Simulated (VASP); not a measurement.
Here is a VASP 6.6.1 calculation.

Contents of INCAR:

```
PREC = Accurate
ENCUT = 520
EDIFF = 1E-6
ISMEAR = 0
SIGMA = 0.15
LREAL = False
LASPH = True
NELM = 100
ALGO = Fast
ISIF = 2
LWAVE = False
LCHARG = False
NBANDS = 17
```

File KPOINTS:

```
regular mesh
0
Gamma
  14 14 14
```

Contents of POSCAR:

```
PbS
1.0
    3.3613662800      0.0000000000      0.0000000000
    0.0000000000      3.3613662800      0.0000000000
    0.0000000000      0.0000000000      3.6536590000
Pb S
1 1
Direct
    0.0000000000      0.0000000000      0.0000000000
    0.5000000000      0.5000000000      0.5000000000
```

Potentials or basis: VASP PAW LDA potentials, release 64 (Pb_d, S).

Launch:

```bash
$ cat potpaw_LDA.64/Pb_d/POTCAR potpaw_LDA.64/S/POTCAR > POTCAR
$ mpirun -np 1 vasp_std > vasp.out
```

Problem. Predict the band gap on the k mesh.

Solution. None (metal or under the smearing width).

Problem. Predict the pressure.

Solution. 6.3 GPa.

Stress tensor (GPa, compression positive):
```
9.12 0.00 0.00
0.00 9.12 0.00
0.00 0.00 0.53
```

Spin-orbit coupling is left out, which matters for the levels of Pb.
